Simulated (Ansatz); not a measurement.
# The 2H-MoTe2 bilayer (2H stacking) between two gates

Wanted: Fermi level and gate voltage of the 2H-MoTe2 bilayer (2H stacking) as it is charged.

Calculated with Ansatz 0.2.0; plane-wave DFT, PBE-D3(BJ), Ansatz PAW (set soft_1); PAW set soft_1, in the first sound run; inputs show where later runs differ.

### 1. Set-up

The cell holds 6 atoms: 4 Te and 2 Mo. Cell: a = 3.550 Å, b = 3.550 Å, c = 52.648 Å, α = 90.0°, β = 90.0°, γ = 120.0°. Regions: layer 1: 2H-MoTe2, 3 atoms (2 Te and 1 Mo); layer 2: 2H-MoTe2, 3 atoms (2 Te and 1 Mo). Vacuum lies along c.

### 2. Relaxing the slab

The starting cell is a guess, so the in-plane lattice and the atoms are relaxed first, with the slab cut off from its images along the normal.

File input.yaml:

```yaml
crystal:
  lattice:
    - [3.55, 0.0, 0.0]
    - [-1.775, 3.0743901834, 0.0]
    - [0.0, 0.0, 52.6482052597]
  atoms:
    - { symbol: Te, position: [0.3333333333, 0.6666666667, 0.3969745958] }
    - { symbol: Mo, position: [0.0, 0.0, 0.432817248] }
    - { symbol: Te, position: [0.3333333333, 0.6666666667, 0.4686599003] }
    - { symbol: Te, position: [0.0, 0.0, 0.5313400997] }
    - { symbol: Mo, position: [0.3333333333, 0.6666666667, 0.567182752] }
    - { symbol: Te, position: [0.0, 0.0, 0.6030254042] }
  periodic: [true, true, false]
kpoints:
  mp_grid: { grid: [12, 12, 1] }
hamiltonian:
  xc: pbe
  dispersion: d3bj
  pseudopotentials: { kind: paw, azcp: { folder: soft_1 } }
scf:
  occupations: { method: fermi_dirac, width: 0.05 }
  convergence: { dr2_threshold: 1.0e-09 }
relax:
  f_tol: 0.004
  max_steps: 90
  cell: {}
output:
  write_potential: true
  write_density: true
  volumetric_format: npy
```

Run with:

```bash
$ ansatz run input.yaml --threads 4 --pin off --max-ram 16384MiB --backend cpu --events-out ev --progress --plain --runs-dir out
```

Numbers of over 12 decimals in the logs are rounded to 6 here.

The log of the run:

```text
Warning: relax.cell: scf.convergence.dr2_threshold = 1e-9 eV is looser than the 1.38042845272e-10 eV advised for a relaxation that steers and ends on the stress (1e-10 eV for each atom of the cell: 6, times the square of relax.cell.stress_2d_tol = 0.05 N/m over 20.8 Å (the atoms' height at the walk's start and 5 Å past either face), 2.398e-2 GPa, over a crystal's default 0.05). What an SCF threshold leaves in a stress goes as its square root, and in the free energy as the threshold itself, and one threshold admits the most on a small cell: [figures from the program's tests cut] Set scf.convergence.dr2_threshold to 1.38042845272e-10 eV or tighter. [rest of the remark cut]
Engine: ansatz 0.2.0, aarch64-unknown-linux-gnu
Pseudopotentials: kind: paw
Pseudopotential: Te, paw, valence charge 16, recommended cutoff 420 eV (normal), soft_1/Te.paw.azcp
Pseudopotential: Mo, paw, valence charge 14, recommended cutoff 420 eV (normal), soft_1/Mo.paw.azcp
Functional definition: PBE
  parameter kappa = 0.804
  parameter beta = 0.066725
  exchange = pbe_x(kappa = kappa, mu = beta*pi^2/3)
  correlation = pbe_c(beta = beta)
Crystal: 6 atoms, lattice volume = 574.607 Å³
Basis set: ecut = 420 eV, 11101 PW (Γ), exchange–correlation on 48×48×720 points (8 copies of the dense FFT grid, shifted against one another)
Bands: 56, of which v1, the nominal top of the filled ones, is band 46 counted from 1 (45 counted from 0)
Symmetry: 12 space group operations
Space group: P-3m1 (ITA 164), of the structure as read, at distance tolerance 8.3e-5 Å
k-points: 19 of 144
Non-local potential: Te, projectors of the file, l = 0: 2, l = 1: 2, l = 2: 2, l = 3: 1
Non-local potential: Mo, projectors of the file, l = 0: 3, l = 1: 2, l = 2: 2, l = 3: 1
PAW form: soft (Blöchl's): semilocal exchange-correlation on the pseudo side does not see the compensation charge
PAW one-centre angular grid: Te, 590 points (default); XC on 64 Gauss nodes
PAW one-centre angular grid: Mo, 590 points (default); XC on 64 Gauss nodes
Initial density: superposition of atomic densities (neutral atoms: chi_scale 0, normalization atom)
Initial wavefunctions: pseudopotential atomic-orbital guess
Functional: x = pbe(κ = 0.804, μ = 0.219515), c = pbe(β = 0.066725)
SCF iter   1: F=—  HF=-37837.879631 eV  |F-HF|=—  |Δ(HF+E_count)|=         —  Δρ=2.68e-2  dr2=5.98e0  ethr=3.10e-3  ⟨swp⟩=20.8  Hψ=7460  notcnv=0
preconditioner: auto → Resta (q_TF=auto, 2.010 Å⁻¹)  ε∞=2.6  [insulator: Δε(μ)=0.886 eV  Ē_g=7.409 eV  σ=0.050 eV  W_gap=1.00  n_scr=32 (ndim 8)  ℏωp=9.3 eV  f_vac=0.714  D(μ)=0.00/eV (n_scr^D=0)  ε∞_Penn≈2.6  vacuum switching on, ρ_ref=4.0e-3 e/Å³]
SCF iter   2: F=—  HF=-37837.367674 eV  |F-HF|=—  |Δ(HF+E_count)|=   5.12e-1  Δρ=1.96e-2  dr2=8.75e0  ethr=3.10e-3  ⟨swp⟩=3.9  Hψ=2764  notcnv=0  defer=37
SCF iter   3: F=—  HF=-37836.603818 eV  |F-HF|=—  |Δ(HF+E_count)|=   7.64e-1  Δρ=1.07e-2  dr2=1.01e0  ethr=3.10e-3  ⟨swp⟩=4.1  Hψ=2022  notcnv=0  defer=36
SCF iter   4: F=—  HF=-37836.457227 eV  |F-HF|=—  |Δ(HF+E_count)|=   1.47e-1  Δρ=3.33e-3  dr2=5.80e-2  ethr=1.10e-3  ⟨swp⟩=3.2  Hψ=1878  notcnv=0  defer=35
SCF iter   5: F=—  HF=-37836.449332 eV  |F-HF|=—  |Δ(HF+E_count)|=   7.90e-3  Δρ=9.26e-4  dr2=4.35e-2  ethr=6.31e-5  ⟨swp⟩=3.2  Hψ=1901  notcnv=0  defer=35
SCF iter   6: F=—  HF=-37836.446371 eV  |F-HF|=—  |Δ(HF+E_count)|=   2.96e-3  Δρ=3.96e-4  dr2=1.20e-3  ethr=4.73e-5  ⟨swp⟩=2.7  Hψ=1457  notcnv=0  defer=35
SCF iter   7: F=—  HF=-37836.446337 eV  |F-HF|=—  |Δ(HF+E_count)|=   3.35e-5  Δρ=1.45e-4  dr2=1.28e-4  ethr=1.30e-6  ⟨swp⟩=4.1  Hψ=2159  notcnv=0  defer=35
SCF iter   8: F=—  HF=-37836.446366 eV  |F-HF|=—  |Δ(HF+E_count)|=   2.91e-5  Δρ=2.68e-5  dr2=6.31e-6  ethr=1.39e-7  ⟨swp⟩=3.4  Hψ=1918  notcnv=0  defer=35
SCF iter   9: F=—  HF=-37836.446442 eV  |F-HF|=—  |Δ(HF+E_count)|=   7.54e-5  Δρ=7.03e-6  dr2=5.59e-7  ethr=6.86e-9  ⟨swp⟩=3.4  Hψ=2268  notcnv=0  defer=35
SCF iter  10: F=—  HF=-37836.446442 eV  |F-HF|=—  |Δ(HF+E_count)|=   2.50e-7  Δρ=1.68e-6  dr2=3.81e-8  ethr=6.08e-10  ⟨swp⟩=3.5  Hψ=2061  notcnv=0  defer=35
SCF iter  11: F=—  HF=-37836.446442 eV  |F-HF|=—  |Δ(HF+E_count)|=   1.06e-8  Δρ=5.39e-7  dr2=5.74e-9  ethr=4.15e-11  ⟨swp⟩=3.3  Hψ=2164  notcnv=0  defer=35
SCF iter  12: F=-37836.446442 eV  HF=-37836.446442 eV  |F-HF|=5.24e-10  |Δ(HF+E_count)|=   1.78e-9  Δρ=1.43e-7  dr2=4.58e-10  ethr=1.09e-12  ⟨swp⟩=12.6  Hψ=7599  notcnv=0
SCF 1 converged in 12 iterations: F = -37836.446442 eV  dr2 = 4.58e-10
  greatest PAW one-centre occupation: 0.999 electrons in one spin orbital (limit 2), on the Mo atom at site 4 (counted from 0), in its partial waves of l = 0
relax step   1: F+E_penalty+E_count = -37836.44644199 eV  Δ(F+E_penalty+E_count) = +0.000e0 eV  max|allowed force component| = 1.078e0 eV/Å  Δτ_max = 0.0000 Å  P = -6.952 N/m  Ω = 574.607 Å³  fix = [c, alpha, beta]  reactions: c -0.000 N/m  (12 SCF iters, accepted)
Crystal: 6 atoms, lattice volume = 562.397 Å³
Basis set: ecut = 420 eV, 10969 PW (Γ), exchange–correlation on 48×48×720 points (8 copies of the dense FFT grid, shifted against one another)
Initial density: handed on by an earlier stage of this run
Initial wavefunctions: those handed on with the density
iter 1 solved again at ethr=6.11e-4 eV; its pass at ethr=3.10e-3 eV (dr2=5.62e-1 eV) is discarded
SCF iter   1: F=—  HF=-37836.366394 eV  |F-HF|=—  |Δ(HF+E_count)|=         —  Δρ=7.44e-3  dr2=5.65e-1  ethr=6.11e-4  ⟨swp⟩=2.6  Hψ=7838  notcnv=0
preconditioner: auto → Resta (q_TF=auto, 2.018 Å⁻¹)  ε∞=2.5  [insulator: Δε(μ)=0.693 eV  Ē_g=7.551 eV  σ=0.050 eV  W_gap=1.00  n_scr=32 (ndim 8)  ℏωp=9.4 eV  f_vac=0.725  D(μ)=0.00/eV (n_scr^D=0)  ε∞_Penn≈2.5  vacuum switching on, ρ_ref=4.1e-3 e/Å³]
SCF iter   2: F=—  HF=-37836.382257 eV  |F-HF|=—  |Δ(HF+E_count)|=   1.59e-2  Δρ=6.70e-3  dr2=7.45e-1  ethr=6.11e-4  ⟨swp⟩=4.3  Hψ=2011  notcnv=0
SCF iter   3: F=—  HF=-37836.293859 eV  |F-HF|=—  |Δ(HF+E_count)|=   8.84e-2  Δρ=2.41e-3  dr2=2.39e-2  ethr=6.11e-4  ⟨swp⟩=3.7  Hψ=1884  notcnv=0  defer=34
SCF iter   4: F=—  HF=-37836.289561 eV  |F-HF|=—  |Δ(HF+E_count)|=   4.30e-3  Δρ=3.41e-4  dr2=3.74e-4  ethr=2.60e-5  ⟨swp⟩=3.5  Hψ=1903  notcnv=0  defer=38
SCF iter   5: F=—  HF=-37836.289624 eV  |F-HF|=—  |Δ(HF+E_count)|=   6.28e-5  Δρ=9.13e-5  dr2=7.30e-5  ethr=4.07e-7  ⟨swp⟩=3.8  Hψ=2429  notcnv=0  defer=38
SCF iter   6: F=—  HF=-37836.289661 eV  |F-HF|=—  |Δ(HF+E_count)|=   3.71e-5  Δρ=4.10e-5  dr2=1.54e-4  ethr=7.93e-8  ⟨swp⟩=3.3  Hψ=1813  notcnv=0  defer=38
SCF iter   7: F=—  HF=-37836.289647 eV  |F-HF|=—  |Δ(HF+E_count)|=   1.39e-5  Δρ=1.83e-5  dr2=1.20e-5  ethr=7.93e-8  ⟨swp⟩=2.6  Hψ=1331  notcnv=0  defer=38
[...]
SCF iter   8: F=—  HF=-37836.662076 eV  |F-HF|=—  |Δ(HF+E_count)|=   9.98e-5  Δρ=5.60e-6  dr2=2.99e-7  ethr=3.78e-9  ⟨swp⟩=3.5  Hψ=2295  notcnv=0  defer=22
SCF iter   9: F=—  HF=-37836.662076 eV  |F-HF|=—  |Δ(HF+E_count)|=   4.16e-8  Δρ=1.67e-6  dr2=3.38e-8  ethr=3.25e-10  ⟨swp⟩=3.9  Hψ=2369  notcnv=0  defer=22
SCF iter  10: F=—  HF=-37836.662076 eV  |F-HF|=—  |Δ(HF+E_count)|=   2.91e-9  Δρ=3.55e-7  dr2=1.50e-9  ethr=3.67e-11  ⟨swp⟩=3.8  Hψ=2406  notcnv=0  defer=22
SCF iter  11: F=-37836.662076 eV  HF=-37836.662076 eV  |F-HF|=1.03e-9  |Δ(HF+E_count)|=   1.76e-9  Δρ=1.79e-7  dr2=6.45e-10  ethr=1.09e-12  ⟨swp⟩=12.5  Hψ=7739  notcnv=0
SCF 3 converged in 11 iterations: F = -37836.662076 eV  dr2 = 6.45e-10
relax step   3: F+E_penalty+E_count = -37836.66207583 eV  Δ(F+E_penalty+E_count) = -2.156e-1 eV  max|allowed force component| = 2.393e-1 eV/Å  Δτ_max = 0.0946 Å  P = -1.287 N/m  Ω = 560.097 Å³  energy of the carried Pulay correction = +7.295e-4 eV  fix = [c, alpha, beta]  reactions: c -0.000 N/m  (11 SCF iters, accepted)
[...]
relax step   4: F+E_penalty+E_count = -37836.67512625 eV  Δ(F+E_penalty+E_count) = -1.305e-2 eV  max|allowed force component| = 1.536e-2 eV/Å  Δτ_max = 0.0965 Å  P = +0.160 N/m  Ω = 558.127 Å³  energy of the carried Pulay correction = +8.310e-4 eV  fix = [c, alpha, beta]  reactions: c +0.000 N/m  (10 SCF iters, accepted)
[...]
relax step   5: F+E_penalty+E_count = -37836.67518928 eV  Δ(F+E_penalty+E_count) = -6.303e-5 eV  max|allowed force component| = 1.399e-2 eV/Å  Δτ_max = 0.0024 Å  P = +0.033 N/m  Ω = 558.764 Å³  energy of the carried Pulay correction = +7.981e-4 eV  fix = [c, alpha, beta]  reactions: c +0.000 N/m  (8 SCF iters, accepted)
[...]
relax step   6: F+E_penalty+E_count = -37836.67524111 eV  Δ(F+E_penalty+E_count) = -5.183e-5 eV  max|allowed force component| = 1.268e-2 eV/Å  Δτ_max = 0.0124 Å  P = +0.076 N/m  Ω = 558.464 Å³  energy of the carried Pulay correction = +8.135e-4 eV  fix = [c, alpha, beta]  reactions: c +0.000 N/m  (10 SCF iters, accepted)
[...]
relax step   7: F+E_penalty+E_count = -37836.67527727 eV  Δ(F+E_penalty+E_count) = -3.615e-5 eV  max|allowed force component| = 1.219e-3 eV/Å  Δτ_max = 0.0046 Å  P = +0.005 N/m  Ω = 558.660 Å³  energy of the carried Pulay correction = +8.034e-4 eV  fix = [c, alpha, beta]  reactions: c +0.000 N/m  (8 SCF iters, accepted)
Initial wavefunctions: pseudopotential atomic-orbital guess (no wavefunctions were taken with the density)
iter 1 solved again at ethr=1.01e-7 eV; its pass at ethr=3.10e-3 eV (dr2=9.26e-5 eV) is discarded
SCF iter   1: F=—  HF=-37836.674413 eV  |F-HF|=—  |Δ(HF+E_count)|=         —  Δρ=1.88e-5  dr2=4.66e-7  ethr=1.01e-7  ⟨swp⟩=7.3  Hψ=12303  notcnv=0
SCF iter   2: F=—  HF=-37836.674427 eV  |F-HF|=—  |Δ(HF+E_count)|=   1.45e-5  Δρ=8.64e-6  dr2=8.03e-8  ethr=5.06e-10  ⟨swp⟩=4.6  Hψ=3094  notcnv=0
SCF iter   3: F=—  HF=-37836.674428 eV  |F-HF|=—  |Δ(HF+E_count)|=   1.06e-7  Δρ=2.59e-6  dr2=9.05e-8  ethr=8.73e-11  ⟨swp⟩=3.0  Hψ=2258  notcnv=0
SCF iter   4: F=—  HF=-37836.674428 eV  |F-HF|=—  |Δ(HF+E_count)|=  9.90e-10  Δρ=1.43e-6  dr2=2.84e-8  ethr=8.73e-11  ⟨swp⟩=2.9  Hψ=1460  notcnv=0
SCF iter   5: F=—  HF=-37836.674428 eV  |F-HF|=—  |Δ(HF+E_count)|=  1.31e-10  Δρ=5.20e-7  dr2=1.69e-9  ethr=3.09e-11  ⟨swp⟩=2.6  Hψ=1468  notcnv=0
SCF iter   6: F=-37836.674428 eV  HF=-37836.674428 eV  |F-HF|=2.69e-10  |Δ(HF+E_count)|=  6.62e-10  Δρ=2.25e-7  dr2=7.02e-10  ethr=1.09e-12  ⟨swp⟩=19.1  Hψ=8781  notcnv=0
SCF 8 converged in 6 iterations: F = -37836.674428 eV  dr2 = 7.02e-10
relax step   8: F+E_penalty+E_count = -37836.67442755 eV  Δ(F+E_penalty+E_count) = +8.497e-4 eV  max|allowed force component| = 1.202e-3 eV/Å  Δτ_max = 0.0000 Å  P = +0.007 N/m  Ω = 558.660 Å³  fix = [c, alpha, beta]  reactions: c +0.000 N/m  stress off target by 6.90e-3 N/m on what of the cell is left free  SCF on the basis re-selected at this cell (its energy is not comparable with the rows above)  (6 SCF iters)
basis re-selected at this cell: Δ(F+E_penalty+E_count) = +8.497e-4 eV, ΔP = +0.002 N/m vs the last step (what re-selecting the basis moved, of the pressure what is left beyond the Pulay correction that the steps carried, after the strain that the cell walked since its last selection, with what the two solves' SCF thresholds leave and, on support functions, any second-order correction that the steps lacked; it is no m [...]
WARN: The output density's exchange-correlation potential varies sharply where the density is thin. Do not read a vacuum level from v_tot or v_xc, or from such a field of the output density. On a cell that repeats whose density bears no net charge and no dipole along the vacuum's axis use v_es (v_loc + v_h of the components); under efield.dipole_correction with no amplitude use v_es + v_field, which holds any externa [...]
SCF converged after 6 iterations
Free energy (F): -37836.674428 eV
Harris-Foulkes:  -37836.674428 eV  (|F-HF|=2.69e-10)
Internal energy: -37836.674410 eV  (E = F + TS)
E sigma→0 (E₀):  -37836.674419 eV
Entropy (-TS):   -0.000017 eV (-0.003 meV/atom)
Fermi energy:    -4.260408 eV
--- Per-component energies (eV) ---
  E_band       = -2721.360003
  E_kinetic    = 1536.737679
  E_local      = -644022.663435  (includes V_loc(G=0)·N_el)
  E_nonlocal   = 565.164302
  E_hartree    = 320978.071563
  E_xc         = -842.619898
  E_vxc        = -847.775770  (∫ρ·V_xc dr)
  E_paw        = -25112.420268  (= ΣΔE_a)
  E_vpaw       = -1908.959801  (= ΣTr[D̂ρ^β])
  E_aug_tail   = 0.000467  (compensation charges beyond the density's cutoff)
  E_ewald      = 309063.901733
  E_disp       = -2.846553  (pairwise vdW)
  E_smearing   = -0.000017  (= −TS)
  E_closure    = 0.000000  (closes the sum)
  Σ components = -37836.674428   (vs F -37836.674428, Δ=0.00e0)
--- Forces (eV/Å), atoms counted from 1 ---
  atom   1  Te     0.00000000    -0.00000000     0.00075645
  atom   2  Mo    -0.00000000     0.00000000    -0.00120151
  atom   3  Te     0.00000000    -0.00000000     0.00061740
  atom   4  Te     0.00000000     0.00000000    -0.00061740
  atom   5  Mo    -0.00000000    -0.00000000     0.00120151
  atom   6  Te     0.00000000     0.00000000    -0.00075645
  max |Σ_I F_I| component: 3.70e-17 eV/Å
--- 2D stress c σ (N/m, compression-positive) ---
        0.006898      -0.000000       0.000000
       -0.000000       0.006898       0.000000
        0.000000       0.000000       0.000000
  P = ½ c Tr σ = 0.0069 N/m
--- Band table (eV; the first three rows and the last of 19) ---
  k-point 0: bands = [... 42 lower, -5.6360, -5.6360, -5.5483, -4.6680, -1.7210, -1.7210, -1.6019, -1.6019, ... 6 higher]
  k-point 1: bands = [... 42 lower, -5.6885, -5.5501, -5.4935, -4.7097, -2.1034, -2.0167, -1.9337, -1.8516, ... 6 higher]
  k-point 2: bands = [... 42 lower, -5.8529, -5.5816, -5.5235, -5.0481, -2.8362, -2.7186, -2.5716, -2.4080, ... 6 higher]
  k-point 18: bands = [... 42 lower, -6.6140, -6.6140, -4.9309, -4.7709, -3.6298, -3.6298, -3.3484, -2.7570, ... 6 higher]
  the weakly bound empty levels are not read free of the cell's end (no_gap_told)
--- Relaxed structure (7 steps of the walk, 6 accepted, 1 SCFs on fresh bases) ---
  F+E_penalty+E_count = -37836.67442755 eV   max|allowed force component| = 1.202e-3 eV/Å   (the final SCF, on the basis selected at the relaxed cell)
  cell:  # Å, volume = 558.6604 Å³
    - [3.500393, 0, 0]
    - [-1.750197, 3.031429, 0]
    - [0, 0, 52.6482052597]
  atoms:
    - { symbol: Te, position: [0.333333, 0.666667, 0.400420] }
    - { symbol: Mo, position: [1.271135238392677e-17, -5.08852219630634e-17, 0.434918] }
    - { symbol: Te, position: [0.333333, 0.666667, 0.469451] }
    - { symbol: Te, position: [7.948781782086091e-18, -5.08852219630634e-17, 0.530549] }
    - { symbol: Mo, position: [0.333333, 0.666667, 0.565082] }
    - { symbol: Te, position: [3.579153253181965e-18, -5.08852219630634e-17, 0.599580] }
```

Run time: 80 s. Hardware: 4 threads of Arm Neoverse V1, shared host; peak memory 1.3 GiB.

Step by step:

```csv
step,energy less that of the first step (eV),largest force component (eV/Å),volume (Å³)
1,0.0000,1.0778,574.61
2,0.1567,1.7660,562.40
3,-0.2156,0.2393,560.10
4,-0.2287,0.0154,558.13
5,-0.2287,0.0140,558.76
6,-0.2288,0.0127,558.46
7,-0.2288,0.0012,558.66
8*,-0.2280,0.0012,558.66
```

Relaxation steps marked * repeat the geometry before them on a plane-wave basis chosen anew for their cell, so energy and pressure can jump there. Relaxation step 2 was tried and not accepted.

Forces are held to the 12 operations that the run works with; a distortion that breaks them can't arise in this run.

```csv
cell as run,before,after,change
a (Å),3.550,3.500,-1.4 %
b (Å),3.550,3.500,-1.4 %
```

The atoms that moved most (Å, along periodic axes as changes of fractional coordinates times the final cell, across vacuum about the mean position):

```csv
atom,dx,dy,dz,length
Te6,0.000,0.000,-0.181,0.181
Te1,0.000,0.000,0.181,0.181
Mo2,0.000,0.000,0.111,0.111
Mo5,0.000,0.000,-0.111,0.111
Te4,0.000,0.000,-0.042,0.042
Te3,0.000,0.000,0.042,0.042
```

Final coordinates:

```xyz
6
Lattice="3.5004 0.0000 0.0000 -1.7502 3.0314 0.0000 0.0000 0.0000 52.6482" Properties=species:S:1:pos:R:3
Te    0.0000    2.0210   21.0814
Mo    0.0000    0.0000   22.8977
Te    0.0000    2.0210   24.7158
Te    0.0000    0.0000   27.9324
Mo    0.0000    2.0210   29.7505
Te    0.0000    0.0000   31.5668
```

The lattice constant a goes from 3.550 to 3.500 Å.

(Part 1 of 3 ends here.)

[Logs are printed without paths, hosts, clocks, repeated set-up lines and the standing remarks that a program may print on its own settings, such as how far it seeks lower states.]

[Hosts, paths, dates, database ids (printed as entryN), source tags and the programs' standing remarks are cut or masked in the printed files.]

[Maps of the electrostatic potential energy from Ansatz leave out the sawtooth potential of an applied field or a dipole correction, so their vacuum need not be flat; planar profiles and work functions include it.]
